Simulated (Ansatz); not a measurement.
Runs of Ansatz 0.2.0 on AlN. It takes space group P6_3mc (No. 186, hexagonal). Conventional cell: a = 3.113 Å, b = 3.113 Å, c = 4.981 Å, α = 90.00°, β = 90.00°, γ = 120.00°. Around Al (site symmetry 3m) lie 4 N at 1.89 Å. N (site symmetry 3m) has 4 Al at 1.89 Å as nearest neighbours. 

| task | level | cell | k mesh | smearing | points for each segment of the path | atoms under strain | mesh quality | gap on the mesh (eV) | pressure (GPa) | relaxed volume (Å³/atom) | largest force (eV/Å) |
| --- | --- | --- | --- | --- | --- | --- | --- | --- | --- | --- | --- |
| phonons | LDA | as given | 7 × 7 × 5 | fixed | - | - | not flagged | 4.24 | - | - | - |
| relaxation of cell and atoms | BLYP+D3(BJ) | relaxed | 10 × 10 × 6 | fermi-dirac 0.05 eV | - | - | not flagged | 4.62 | 0.0 | (a) | - |
| atomic charges | B3LYP+D3(BJ) | volume scaled by 0.92 | 5 × 5 × 3 | fermi-dirac 0.02 eV | - | - | coarse | 7.04 | 12.4 | - | 0.18 |
| relaxation of cell and atoms | revPBE | relaxed | 10 × 10 × 6 | fermi-dirac 0.05 eV | - | - | not flagged | 3.94 | 0.0 | 10.79 | - |
| relaxation of cell and atoms | BLYP | relaxed | 10 × 10 × 6 | fermi-dirac 0.05 eV | - | - | not flagged | 4.21 | 0.0 | 10.80 | - |
| band structure | LDA | as given | 10 × 10 × 6 | fermi-dirac 0.05 eV | 14 | - | not flagged | 4.24 | -4.6 | - | 0.12 |
| Born charges and dielectric tensor | LDA | as given | 10 × 10 × 6 | fixed | - | - | not flagged | 4.24 | - | - | - |
| band structure | BLYP | as given | 10 × 10 × 6 | fermi-dirac 0.05 eV | 14 | - | not flagged | 4.51 | (b) | - | 0.11 |
| elastic constants | PBEsol | as given | 7 × 7 × 5 | fixed | - | clamped | not flagged | (d) | (c) | - | 0.13 |
| relaxation of cell and atoms | BLYP+D4 | relaxed | 10 × 10 × 6 | fermi-dirac 0.05 eV | - | - | not flagged | 4.63 | 0.0 | 10.30 | - |

Alike in all rows: potentials or basis Ansatz PAW; no spin polarisation; cutoff (eV) 420.

**Question.** Fill in the values left out.

**Answer.** (a) 10.31; (b) 6.6; (c) 0.2; (d) 4.13.

Caveats: some runs use coarse meshes; the PAW data sets come from PBE, with cores solved anew for the run's functional, which leaves a small shift of forces and pressure; the plane-wave basis is chosen anew once the cell has moved, so the energies of steps on either side of that aren't comparable (some runs); odd divisions of the mesh miss points on the zone boundary, where band edges often lie, so the gap on the mesh can be too wide (some runs); the thresholds are loose for stress (some runs).

A k mesh can miss the band edges.

Runs at the PBE level aren't shown here.
